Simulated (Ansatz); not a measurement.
**MoSe2 at several levels of theory**

One geometry, relaxed with PBE+D3(BJ), and single points on it; plane waves with PAW potentials in Ansatz, scalar-relativistic unless the row names spin-orbit coupling. Collinear spin, which adds to the cost, in r2SCAN (no moment survived); no spin polarisation in PBE+D3(BJ), PBEsol. Meshes are on the primitive cell of 6 atoms. Gaps are the least over mesh and band path; pressure is positive in compression. Smearing is Gaussian, 0.02 eV. Rows that don't name D3 lack it, which shows in their pressure.

```xyz
6
Lattice="3.2762 0.0000 0.0000 -1.6381 2.8373 0.0000 0.0000 0.0000 12.7318" Properties=species:S:1:pos:R:3 pbc="T T T"
Mo    0.0000    1.8915    3.1829
Mo    1.6381    0.9458    9.5488
Se    0.0000    1.8915    7.8743
Se    1.6381    0.9458    1.5084
Se    0.0000    1.8915   11.2234
Se    1.6381    0.9458    4.8575
```

```csv
level,cutoff (eV),k mesh,gap (eV),pressure (GPa),rough cost with bands (core-min)
PBE+D3(BJ),420,12×12×2,0.74,0.0,1.6
```

What do r2SCAN, PBEsol give on the same cell?

```
 level cutoff (eV) k mesh gap (eV) pressure (GPa) rough cost with bands (core-min)
r2SCAN          500  12×12×2      0.86             2.7                                 5
PBEsol          420  12×12×2      0.71            -1.0                               1.6
```